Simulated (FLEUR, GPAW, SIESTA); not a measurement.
## Si: 4 runs at one level of theory

```
CELL_PARAMETERS angstrom
0.00000 2.72185 2.72185
2.72185 0.00000 2.72185
2.72185 2.72185 0.00000
ATOMIC_POSITIONS crystal
Si 0.50000 0.50000 0.50000
Si 0.75000 0.75000 0.75000
```

Alike in all runs: task equation of state; functional PBE; k mesh 8 × 8 × 8; occupations fermi-dirac, width 0.05 eV; no spin polarisation; no spin-orbit coupling.

| program and potentials | plane-wave cutoff (eV) | notes | equilibrium volume (Å³/atom) | bulk modulus (GPa) |
| --- | --- | --- | --- | --- |
| GPAW, PAW data sets generated for this functional | 600 | - | ? | ? |
| SIESTA, files sg15-pbe-1.2, DZP (energy shift 0.002 Ry) | - | atomic basis | 20.87 | 86.6 |
| SIESTA, files PseudoDojo sr-pbe-0.5-standard, DZP (energy shift 0.002 Ry) | - | atomic basis | 20.75 | 86.4 |
| FLEUR, all-electron, FLAPW | - | - | 20.46 | 88.7 |

Estimate from the other rows what the run with GPAW, PAW data sets generated for this functional gave.

Equilibrium volume 20.52 Å³/atom; bulk modulus 88.7 GPa. The other rows, which needn't bracket it: equilibrium volume 20.46 to 20.87; bulk modulus 86.4 to 88.7.
